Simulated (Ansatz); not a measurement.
A run of Ansatz 0.2.0:

The input input:

```
crystal:
  lattice:
    - [3.1841260822, 0.0, 0.0]
    - [-1.5920630411, 2.757534076, 0.0]
    - [0.0, 0.0, 17.33459995]
  atoms:
    - { symbol: Mo, position: [0.0, 0.0, 0.0] }
    - { symbol: S, position: [0.3333333333, 0.6666666667, 0.91050702] }
    - { symbol: S, position: [0.3333333333, 0.6666666667, 0.08949298] }
hamiltonian:
  xc: b3lyp
  pseudopotentials: { kind: paw }
kpoints:
  mp_grid: { grid: [5, 5, 1] }
  band_path:
    path:
      - [[0.0, 0.0, 0.0], [0.5, 0.0, 0.0], [0.3333333333, 0.3333333333, 0.0], [0.0, 0.0, 0.0], [0.0, 0.0, 0.5], [0.5, 0.0, 0.5], [0.3333333333, 0.3333333333, 0.5], [0.0, 0.0, 0.5]]
      - [[0.5, 0.0, 0.5], [0.5, 0.0, 0.0]]
      - [[0.3333333333, 0.3333333333, 0.0], [0.3333333333, 0.3333333333, 0.5]]
    npoints: 4
scf:
  occupations: { method: fermi_dirac, width: 0.05 }
  n_extra_bands: 7
output:
  forces: true
  stress: true
  eigenvalues: true
  fatbands: false
```

Hardware: 1 × NVIDIA H100 80GB HBM3 with 2 threads of AMD EPYC 7R13 Processor (Zen 3), with other jobs on the host.

Task: Estimate the wall time of this run.

Result: It took 26 s on 1 × NVIDIA H100 80GB HBM3 with 2 threads of AMD EPYC 7R13 Processor (Zen 3) (shared host), peak memory 1.9 GiB. Counts: scf iterations 17, plane waves 3021, k points 5, bands 20.
